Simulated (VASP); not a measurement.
Write the native input for VASP 6.6.1 that does the following.

```
Task                   : single point
Functional             : PBE
Potentials or basis    : VASP PAW PBE potentials, release 64 (Zn, Au)
Cutoff                 : 520 eV
k mesh                 : 14 × 14 × 14
Occupations            : gaussian, width 0.1 eV
Spin                   : no spin polarisation
Dipole correction      : no
Further INCAR settings : ALGO = Normal; EDIFF = 1e-07; NBANDS = 18
```

The structure of ZnAu lies in POSCAR:

```
ZnAu
1.0
    3.1470000000      0.0000000000      0.0000000000
    0.0000000000      3.1470000000      0.0000000000
    0.0000000000      0.0000000000      3.1470000000
Zn Au
1 1
Direct
    0.5000000000      0.5000000000      0.5000000000
    0.0000000000      0.0000000000      0.0000000000
```

The cell isn't the ideal one: the database's cell and atoms.

These files were run (other wordings do the same):

INCAR

```
SYSTEM = ZnAu
ALGO = Normal
EDIFF = 1E-7
ENCUT = 520
GGA = PE
ISIF = 2
ISMEAR = 0
LASPH = .True.
LCHARG = .True.
LELF = .True.
LREAL = .False.
LVHAR = .True.
LWAVE = .False.
NBANDS = 18
NELM = 100
PREC = Accurate
SIGMA = 0.1
```

KPOINTS

```
k-points
0
Gamma
  14 14 14
  0 0 0
```

Potentials or basis: VASP PAW PBE potentials, release 64 (Zn, Au).

Launch:

```bash
$ cat potpaw_PBE.64/Zn/POTCAR potpaw_PBE.64/Au/POTCAR > POTCAR
$ mpirun -np 1 vasp_std > vasp.out
```

Results of the run:

| Item | Value |
| --- | --- |
| Pressure | 5.0 GPa |
| Band gap on the k mesh | none (metal or under the smearing width) |

Wall time 15 s on 1 thread of Intel(R) Xeon(R) 6975P-C (Granite Rapids) (shared host), peak memory 0.19 GiB.
